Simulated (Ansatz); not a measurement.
## A C vacancy in 4H-SiC, 95 atoms, charge +2

The calculation used DFT, r2SCAN, PAW, plane waves (Ansatz).

The input as it was run:

```yaml
crystal:
  lattice:
    - [9.234204, 0.000000, 0.000000]
    - [0.000000, 10.662740, 0.000000]
    - [0.000000, 0.000000, 10.075947]
  atoms:
    - { symbol: Si, position: [0.000382, 0.999836, 0.500466] }
    - { symbol: Si, position: [0.333762, 0.999305, 0.500777] }
    - { symbol: Si, position: [0.165717, 0.249572, 0.501390] }
    - { symbol: Si, position: [0.999736, 0.501913, 0.501066] }
    - { symbol: Si, position: [0.666445, 0.999502, 0.500737] }
    - { symbol: Si, position: [0.500425, 0.240912, 0.503732] }
    - { symbol: Si, position: [0.324381, 0.505136, 0.503481] }
    - { symbol: Si, position: [0.165937, 0.750683, 0.500682] }
    - { symbol: Si, position: [0.835010, 0.249093, 0.501123] }
    - { symbol: Si, position: [0.676132, 0.504592, 0.503281] }
    - { symbol: Si, position: [0.500176, 0.751605, 0.501185] }
    - { symbol: Si, position: [0.834231, 0.751016, 0.500763] }
    - { symbol: Si, position: [0.000285, 0.166284, 0.249666] }
    - { symbol: Si, position: [0.332142, 0.166424, 0.249154] }
    - { symbol: Si, position: [0.165679, 0.416308, 0.249004] }
    - { symbol: Si, position: [0.000095, 0.667307, 0.249473] }
    - { symbol: Si, position: [0.668264, 0.166382, 0.249009] }
    - { symbol: Si, position: [0.500130, 0.417085, 0.238092] }
    - { symbol: Si, position: [0.333595, 0.668519, 0.249059] }
    - { symbol: Si, position: [0.166740, 0.917008, 0.249467] }
    - { symbol: Si, position: [0.834771, 0.415937, 0.248687] }
    - { symbol: Si, position: [0.666735, 0.668502, 0.249039] }
    - { symbol: Si, position: [0.500149, 0.917505, 0.249648] }
    - { symbol: Si, position: [0.833548, 0.917170, 0.249500] }
    - { symbol: Si, position: [0.166281, 0.083312, 0.750657] }
    - { symbol: Si, position: [0.000042, 0.333257, 0.750736] }
    - { symbol: Si, position: [0.500059, 0.082473, 0.750501] }
    - { symbol: Si, position: [0.332119, 0.332974, 0.750776] }
    - { symbol: Si, position: [0.165744, 0.584420, 0.750254] }
    - { symbol: Si, position: [0.000063, 0.833865, 0.750535] }
    - { symbol: Si, position: [0.833875, 0.083249, 0.750553] }
    - { symbol: Si, position: [0.668099, 0.332869, 0.750780] }
    - { symbol: Si, position: [0.500010, 0.585076, 0.750653] }
    - { symbol: Si, position: [0.333243, 0.834029, 0.750626] }
    - { symbol: Si, position: [0.834211, 0.584469, 0.750432] }
    - { symbol: Si, position: [0.666763, 0.834070, 0.750664] }
    - { symbol: Si, position: [0.000078, 0.000100, 0.999963] }
    - { symbol: Si, position: [0.332939, 0.000438, 0.999923] }
    - { symbol: Si, position: [0.166205, 0.249800, 0.999806] }
    - { symbol: Si, position: [0.000082, 0.499829, 0.999684] }
    - { symbol: Si, position: [0.667223, 0.000423, 0.999872] }
    - { symbol: Si, position: [0.500112, 0.250623, 0.998629] }
    - { symbol: Si, position: [0.333609, 0.500208, 0.998385] }
    - { symbol: Si, position: [0.166790, 0.750781, 0.999750] }
    - { symbol: Si, position: [0.834014, 0.249700, 0.999649] }
    - { symbol: Si, position: [0.666361, 0.500187, 0.998685] }
    - { symbol: Si, position: [0.500073, 0.751192, 0.999750] }
    - { symbol: Si, position: [0.833320, 0.750853, 0.999944] }
    - { symbol: C, position: [0.000231, 0.000089, 0.187411] }
    - { symbol: C, position: [0.333586, 0.000530, 0.187425] }
    - { symbol: C, position: [0.166698, 0.250321, 0.187439] }
    - { symbol: C, position: [0.000337, 0.500449, 0.187301] }
    - { symbol: C, position: [0.666787, 0.000455, 0.187348] }
    - { symbol: C, position: [0.500261, 0.250098, 0.189329] }
    - { symbol: C, position: [0.333159, 0.500633, 0.189162] }
    - { symbol: C, position: [0.166899, 0.750201, 0.187303] }
    - { symbol: C, position: [0.833864, 0.250070, 0.187143] }
    - { symbol: C, position: [0.667361, 0.500612, 0.189356] }
    - { symbol: C, position: [0.500193, 0.750697, 0.187295] }
    - { symbol: C, position: [0.833485, 0.750286, 0.187447] }
    - { symbol: C, position: [0.000053, 0.000065, 0.687399] }
    - { symbol: C, position: [0.333290, 0.000690, 0.687531] }
    - { symbol: C, position: [0.166469, 0.250171, 0.687730] }
    - { symbol: C, position: [0.999893, 0.500079, 0.687504] }
    - { symbol: C, position: [0.666664, 0.000716, 0.687483] }
    - { symbol: C, position: [0.500051, 0.251970, 0.687194] }
    - { symbol: C, position: [0.334966, 0.499465, 0.687061] }
    - { symbol: C, position: [0.166892, 0.750240, 0.687410] }
    - { symbol: C, position: [0.833601, 0.250113, 0.687585] }
    - { symbol: C, position: [0.665096, 0.499362, 0.687009] }
    - { symbol: C, position: [0.499983, 0.750692, 0.687663] }
    - { symbol: C, position: [0.833003, 0.750257, 0.687509] }
    - { symbol: C, position: [0.000644, 0.166554, 0.437903] }
    - { symbol: C, position: [0.333245, 0.168656, 0.437315] }
    - { symbol: C, position: [0.167879, 0.416411, 0.437593] }
    - { symbol: C, position: [0.000013, 0.667072, 0.437825] }
    - { symbol: C, position: [0.667324, 0.168661, 0.437125] }
    - { symbol: C, position: [0.335351, 0.666466, 0.437206] }
    - { symbol: C, position: [0.167484, 0.916760, 0.437716] }
    - { symbol: C, position: [0.833061, 0.415043, 0.436729] }
    - { symbol: C, position: [0.665102, 0.666391, 0.437242] }
    - { symbol: C, position: [0.500185, 0.917278, 0.437877] }
    - { symbol: C, position: [0.832969, 0.917504, 0.437708] }
    - { symbol: C, position: [0.166619, 0.083600, 0.938177] }
    - { symbol: C, position: [0.000101, 0.333598, 0.938095] }
    - { symbol: C, position: [0.500080, 0.084177, 0.938511] }
    - { symbol: C, position: [0.333358, 0.333638, 0.938250] }
    - { symbol: C, position: [0.167058, 0.583483, 0.938031] }
    - { symbol: C, position: [0.000063, 0.833396, 0.938082] }
    - { symbol: C, position: [0.833558, 0.083523, 0.938028] }
    - { symbol: C, position: [0.666872, 0.333655, 0.938243] }
    - { symbol: C, position: [0.500074, 0.583811, 0.938148] }
    - { symbol: C, position: [0.333413, 0.833905, 0.938120] }
    - { symbol: C, position: [0.833039, 0.583472, 0.938627] }
    - { symbol: C, position: [0.666716, 0.833881, 0.938135] }
  symmetry: { detect: false }
kpoints:
  mp_grid: { grid: [1, 1, 1], shift: [0.25, 0.25, 0.25] }
hamiltonian:
  xc: r2scan
total_charge: 2
scf:
  occupations: { method: fermi_dirac, width: 0.01 }
output:
  forces: true
  eigenvalues: true
  populations: true
  charged_corrections: { epsilon: 9.7 }
  eigenstates: { kpoints: [[0.25, 0.25, 0.25]], e_range: [-6.0, 6.0], localisation: true }
```

Launch command:

```sh
ansatz run in.yaml --threads 32 --pin off --max-ram 171000MiB --runs-dir r --events-out ev --progress --plain --backend cuda --devices 0,
```

Output (machine lines and repeated set-up lines are left out; […] marks rows cut from tables):

```
Pseudopotentials: kind: paw
Functional definition: r2SCAN
  parameter k0 = 0.174
  parameter k1 = 0.065
  parameter a1 = 4.9479
  exchange = r2scan_x(k0 = k0, k1 = k1, a1 = a1)
  correlation = r2scan_c
Crystal: 95 atoms, lattice volume = 992.097 Å³
Basis set: ecut = 500 eV, 25207 PW (Γ), exchange–correlation on 288×320×300 points (64 copies of the dense FFT grid, shifted against one another)
Bands: 284, of which v1, the nominal top of the filled ones, is band 189 counted from 1 (188 counted from 0)
Symmetry: 1 space group operations
k-points: 1
Non-local potential: Si, projectors of the file, l = 0: 2, l = 1: 2, l = 2: 2
Non-local potential: C, projectors of the file, l = 0: 2, l = 1: 2, l = 2: 1
PAW form: soft (Blöchl's): semilocal exchange-correlation on the pseudo side does not see the compensation charge
PAW frozen core: Si, regenerated for the run's functional (the file was generated under x = pbe(κ = 0.804, μ = 0.2195149727645171), c = pbe(β = 0.06672455060314922))
PAW frozen core: C, regenerated for the run's functional (the file was generated under x = pbe(κ = 0.804, μ = 0.2195149727645171), c = pbe(β = 0.06672455060314922))
PAW one-centre angular grid: Si, 302 points (default); XC on 160 Gauss nodes
PAW one-centre angular grid: C, 302 points (default); XC on 239 of its mesh's 2573 points in the sphere
Initial density: superposition of atomic densities (neutral atoms scaled as one to the charged cell's electrons: chi_scale 0, normalization atom), corrected by the library's trained network
Initial wavefunctions: pseudopotential atomic-orbital guess
Functional: x = r2scan, c = r2scan; τ floored in thin density (d = 2e-4 eV/Å³)
SCF iter   1: F=—  HF=-42548.051955 eV  |F-HF|=—  |Δ(HF+E_count)|=         —  Δρ=8.73e-3  dr2=2.47e0  dr2_τ=9.33e0  ethr=1.77e-3  ⟨swp⟩=6.0  Hψ=1313  notcnv=0  defer=49
preconditioner: auto → Resta (q_TF=auto, 2.323 Å⁻¹)  ε∞=4.3  [insulator: Δε(μ)=2.688 eV  Ē_g=12.664 eV  σ=0.010 eV  W_gap=1.00  n_scr=218 (ndim 8)  ℏωp=22.9 eV  f_vac=0.000  D(μ)=0.00/eV (n_scr^D=0)  ε∞_Penn≈4.3]
SCF iter   2: F=—  HF=-42549.584573 eV  |F-HF|=—  |Δ(HF+E_count)|=    1.53e0  Δρ=5.49e-3  dr2=4.86e-1  dr2_τ=5.96e-3  ethr=6.52e-4  ⟨swp⟩=3.0  Hψ=484  notcnv=0  defer=86
SCF iter   3: F=—  HF=-42549.482706 eV  |F-HF|=—  |Δ(HF+E_count)|=   1.02e-1  Δρ=1.25e-3  dr2=1.41e-2  dr2_τ=7.85e-4  ethr=1.28e-4  ⟨swp⟩=3.0  Hψ=358  notcnv=0  defer=86
SCF iter   4: F=—  HF=-42549.481371 eV  |F-HF|=—  |Δ(HF+E_count)|=   1.34e-3  Δρ=2.76e-4  dr2=8.35e-4  dr2_τ=5.12e-5  ethr=3.72e-6  ⟨swp⟩=3.0  Hψ=352  notcnv=0  defer=86
SCF iter   5: F=—  HF=-42549.484448 eV  |F-HF|=—  |Δ(HF+E_count)|=   3.08e-3  Δρ=7.87e-5  dr2=6.38e-5  dr2_τ=8.40e-6  ethr=2.21e-7  ⟨swp⟩=2.0  Hψ=390  notcnv=0  defer=86
SCF iter   6: F=—  HF=-42549.483528 eV  |F-HF|=—  |Δ(HF+E_count)|=   9.20e-4  Δρ=2.02e-5  dr2=3.81e-6  dr2_τ=3.24e-7  ethr=1.69e-8  ⟨swp⟩=2.0  Hψ=459  notcnv=0  defer=86
SCF iter   7: F=—  HF=-42549.483528 eV  |F-HF|=—  |Δ(HF+E_count)|=   5.94e-7  Δρ=3.76e-6  dr2=1.43e-7  dr2_τ=1.15e-8  ethr=1.01e-9  ⟨swp⟩=2.0  Hψ=376  notcnv=0  defer=86
SCF iter   8: F=-42549.483528 eV  HF=-42549.483528 eV  |F-HF|=7.55e-9  |Δ(HF+E_count)|=   6.70e-8  Δρ=1.10e-6  dr2=1.62e-8  dr2_τ=1.69e-9  ethr=2.65e-11  ⟨swp⟩=14.0  Hψ=1714  notcnv=0
SCF 1 converged in 8 iterations: F = -42549.483528 eV  dr2 = 1.62e-8
  greatest PAW one-centre occupation: 0.661 electrons in one spin orbital (limit 2), on the C atom at site 57 (counted from 0), in its partial waves of l = 0
NSCF: frozen V_eff on 1 k-points
SCF converged after 8 iterations
Free energy (F): -42549.483528 eV
Harris-Foulkes:  -42549.483528 eV  (|F-HF|=7.55e-9)
Internal energy: -42549.483528 eV  (E = F + TS)
E sigma→0 (E₀):  -42549.483528 eV
Fermi energy:    10.246230 eV
--- Per-component energies (eV) ---
  E_band       = 1173.259100
  E_kinetic    = 6393.966700
  E_local      = -5109.881558  (includes V_loc(G=0)·N_el)
  E_nonlocal   = 2383.978512
  E_hartree    = 1632.320263
  E_xc         = -4791.470289
  E_vxc        = -5592.674360  (∫ρ·V_xc dr)
  E_paw        = -29670.288295  (= ΣΔE_a)
  E_vpaw       = -429.097850  (= ΣTr[D̂ρ^β])
  E_aug_tail   = 0.000388  (compensation charges beyond the density's cutoff)
  E_vtau       = 262.323668  (kinetic-family band-sum trace: ∫τ·v_τ [+ j·A + Jᵃ·Aᵃ] dr)
  E_ewald      = -13383.276102
  E_core_change = -4.833149  (= ΣΔE_core)
  E_smearing   = -0.000000  (= −TS)
  E_closure    = 0.000000  (closes the sum)
  E_deformation_potential = 35.939460  (in the stress; not in F)
  Σ components = -42549.483528   (vs F -42549.483528, Δ=0.00e0)
--- Forces (eV/Å), atoms counted from 1 ---
  atom   1  Si    -0.00096916     0.00161140     0.00716000
  atom   2  Si    -0.00901748    -0.02971339     0.01060117
  atom   3  Si     0.00553261     0.00057718     0.00657165
  atom   4  Si     0.00917331     0.00767974     0.01121236
  atom   5  Si     0.01205334    -0.03015529     0.01059158
  atom   6  Si     0.00174168    -0.14382394     0.05746677
  atom   7  Si    -0.11570449     0.07785029     0.06253369
  atom   8  Si    -0.01577408     0.02854679     0.01168721
  atom   9  Si    -0.00061946     0.00448499     0.00828478
  atom  10  Si     0.10544988     0.07382881     0.05013800
  atom  11  Si     0.00166686    -0.00828884     0.00688196
  atom  12  Si     0.01133349     0.02235467     0.00923794
  atom  13  Si     0.00132391    -0.00455267     0.00154319
  atom  14  Si    -0.00195952    -0.00154641     0.00058636
  atom  15  Si     0.00403397    -0.00768588     0.00465457
  atom  16  Si     0.00267686     0.00404308     0.00102259
  atom  17  Si     0.00224337     0.00055100     0.00056103
  atom  18  Si     0.00679303    -0.00084792    -0.13728923
  atom  19  Si     0.00411560     0.00505956    -0.00090656
  atom  20  Si    -0.00034712     0.00206599     0.00561295
  atom  21  Si     0.00097123    -0.00650802     0.00568723
  atom  22  Si    -0.00235352     0.00608153     0.00640724
  atom  23  Si     0.00044115     0.00151819    -0.00151318
  atom  24  Si     0.00337223     0.00358084     0.00673829
  atom  25  Si    -0.00026280    -0.00770342    -0.00250053
  atom  26  Si     0.00023113    -0.00324213    -0.00337427
  atom  27  Si    -0.00049427    -0.02345235     0.00869838
  atom  28  Si     0.00106177    -0.00284352    -0.01117143
  atom  29  Si    -0.01326352     0.01327861     0.00983622
  atom  30  Si    -0.00105867     0.00347924    -0.00357849
  atom  31  Si    -0.00029461    -0.00681216    -0.00426893
  atom  32  Si    -0.00346433     0.00228220    -0.01402153
  atom  33  Si     0.00280596    -0.00041756    -0.01488422
  atom  34  Si     0.00178998    -0.00116949    -0.00306812
  atom  35  Si     0.01453710     0.01265037     0.00954643
  atom  36  Si     0.00073248    -0.00136267    -0.00432988
  atom  37  Si     0.00111206     0.00316061    -0.00230005
  atom  38  Si    -0.00143178     0.00135299    -0.00188756
  atom  39  Si    -0.00332909    -0.00503498    -0.00381933
  atom  40  Si     0.00188914    -0.00331321    -0.00264872
  atom  41  Si     0.00083548    -0.00055345    -0.00347389
  atom  42  Si    -0.00125633    -0.01820899    -0.02925690
  atom  43  Si    -0.00953202     0.00645429    -0.02696047
  atom  44  Si    -0.00038966     0.00501799    -0.00072064
  atom  45  Si     0.00427074    -0.00555225    -0.00458960
  atom  46  Si     0.01483390     0.00819477    -0.03219500
  atom  47  Si    -0.00098102     0.00806258    -0.00339164
  atom  48  Si     0.00232038     0.00470445    -0.00210015
  atom  49  C     -0.00022655     0.00119676    -0.00411343
  atom  50  C     -0.00104076     0.00774652     0.00092737
  atom  51  C      0.00845706     0.00621441    -0.00276567
  atom  52  C     -0.00518199    -0.00988447     0.00113771
  atom  53  C     -0.00118742     0.01133012     0.00191416
  atom  54  C     -0.00108054     0.03659891     0.00724919
  atom  55  C      0.02741891    -0.02156851     0.00765947
  atom  56  C      0.00644564    -0.00685381     0.00277342
  atom  57  C     -0.00914106     0.00805777     0.00305237
  atom  58  C     -0.03302375    -0.02027590     0.00463926
  atom  59  C     -0.00274803    -0.01079531     0.00144973
  atom  60  C     -0.01168440    -0.00576661    -0.00038384
  atom  61  C      0.00107823     0.00345269    -0.00175593
  atom  62  C      0.00841739     0.00060496    -0.01019597
  atom  63  C      0.01016283     0.01180137    -0.00911354
  atom  64  C     -0.00022026     0.01097131    -0.01169110
  atom  65  C     -0.00538168    -0.00142730    -0.00685864
  atom  66  C      0.00151423     0.00481431    -0.03621001
  atom  67  C     -0.00030037     0.00102191    -0.03644517
  atom  68  C     -0.00237078    -0.00833531    -0.00839743
  atom  69  C     -0.00441107     0.00787014    -0.00895483
  atom  70  C      0.00181654     0.00016685    -0.03307515
  atom  71  C     -0.00054587    -0.01051542    -0.00772233
  atom  72  C      0.00414966    -0.00470567    -0.00761245
  atom  73  C     -0.01183684     0.00782085     0.01018220
  atom  74  C      0.01984993     0.02194558     0.01277430
  atom  75  C      0.00246299    -0.00386714     0.00391187
  atom  76  C      0.00325827    -0.00459059     0.01261996
  atom  77  C     -0.02175211     0.01143300     0.01875465
  atom  78  C      0.00225579    -0.03305054     0.01264225
  atom  79  C      0.00327064     0.00083959     0.01157009
  atom  80  C     -0.02639203     0.03663910     0.02568372
  atom  81  C      0.00223330    -0.02585881     0.01893977
  atom  82  C     -0.00010964    -0.00478499     0.01362339
  atom  83  C     -0.00297900    -0.01627525     0.00956161
  atom  84  C      0.00183151     0.00283468     0.00139775
  atom  85  C      0.00032467     0.00026701     0.00372708
  atom  86  C      0.00016567     0.01345355    -0.00630570
  atom  87  C      0.01009363     0.00742236    -0.00510294
  atom  88  C      0.00805246    -0.00653128    -0.00000164
  atom  89  C     -0.00056463    -0.00273326     0.00500179
  atom  90  C     -0.00161155     0.00560585     0.00556687
  atom  91  C     -0.00704894     0.00326395     0.00056691
  atom  92  C     -0.00024779    -0.01131019     0.00333007
  atom  93  C      0.00203863    -0.00122659     0.00137210
  atom  94  C     -0.01103477    -0.01016318    -0.00789767
  atom  95  C     -0.00007048     0.00137842     0.00368912
  max |Σ_I F_I| component: 1.26e-4 eV/Å
--- Charged-cell corrections in eV (Makov–Payne, q = +2.000 e, ε = 9.700) ---
  F (periodic)     = -42549.483528  (uncorrected; the corrections below are reported, never added to it)
  E_corr1          = +0.840110  (monopole, q²α_M/2εL)
  F Makov-Payne    = -42548.643418  (F + E_corr1; no measured alignment; for a localised charge, not one spread in a band: unchecked)
--- Band table (eV) ---
  k-point 0: bands = ["-6.6279", "-6.0871", "-6.0183", "-5.8864", "-5.4725", "-5.3693", "-5.2973", "-5.0216", "-4.8448", "-4.7681", "-4.5464", "-4.4461", "-4.3735", "-4.2878", "-4.1596", "-4.0648", "-3.9639", "-3.8125", "-3.6974", "-3.6500", "-3.5671", "-3.4559", "-3.3861", "-3.3154", "-3.1968", "-3.0953", "-3.0085", "-2.9998", "-2.9351", "-2.9107", "-2.8494", "-2.7463", "-2.6984", "-2.6378", "-2. …
--- Löwdin populations: 95 sites ---
  site symbol       q [e]
     0     Si      2.8661
     1     Si      2.8657
     2     Si      2.8605
     3     Si      2.8696
     4     Si      2.8672
     5     Si      3.0330
     6     Si      3.0374
     7     Si      2.8662
     8     Si      2.8580
     9     Si      3.0397
    10     Si      2.8591
    11     Si      2.8693
    12     Si      2.8786
    13     Si      2.8710
    14     Si      2.8728
    15     Si      2.8788
    16     Si      2.8706
    17     Si      3.0289
    18     Si      2.8711
    19     Si      2.8800
    20     Si      2.8699
    21     Si      2.8712
    22     Si      2.8785
    23     Si      2.8795
    24     Si      2.8796
    25     Si      2.8789
    26     Si      2.8818
    27     Si      2.8713
    28     Si      2.8804
    29     Si      2.8801
    30     Si      2.8795
    31     Si      2.8716
    32     Si      2.8718
    33     Si      2.8796
    34     Si      2.8838
    35     Si      2.8795
    36     Si      2.8642
    37     Si      2.8644
    38     Si      2.8641
    39     Si      2.8645
    40     Si      2.8642
    41     Si      2.8660
    42     Si      2.8658
    43     Si      2.8645
    44     Si      2.8637
    45     Si      2.8667
    46     Si      2.8643
    47     Si      2.8645
    48      C      5.0141
    49      C      5.0145
    50      C      5.0156
    51      C      5.0145
    52      C      5.0147
    53      C      4.9948
    54      C      4.9940
    55      C      5.0140
    56      C      5.0162
    57      C      4.9949
    58      C      5.0156
    59      C      5.0142
    60      C      5.0136
    61      C      5.0137
    62      C      5.0169
    63      C      5.0138
    64      C      5.0139
    65      C      4.9966
    66      C      4.9969
    67      C      5.0136
    68      C      5.0167
    69      C      4.9947
    70      C      5.0164
    71      C      5.0133
    72      C      5.0242
    73      C      5.0036
    74      C      4.9987
    75      C      5.0241
    76      C      5.0046
    77      C      5.0049
    78      C      5.0162
    79      C      5.0010
    80      C      5.0023
    81      C      5.0263
    82      C      5.0146
    83      C      5.0261
    84      C      5.0267
    85      C      5.0165
    86      C      5.0262
    87      C      5.0167
    88      C      5.0252
    89      C      5.0264
    90      C      5.0263
    91      C      5.0255
    92      C      5.0256
    93      C      5.0149
    94      C      5.0259
  spilling = 0.010325 (of n_electrons = 378.000000)
```

Absolute energies hang on the potentials; compare differences alone.

The atoms are those of an earlier PBEsol relaxation. One k point and one spin start were run, so the state needn't be the lowest, and an added charge can sit in a band of the host.

Time: 4.7 s of wall time on one NVIDIA GB300 with 32 processor threads, on a host shared with other runs; peak host memory 3.5 GiB.
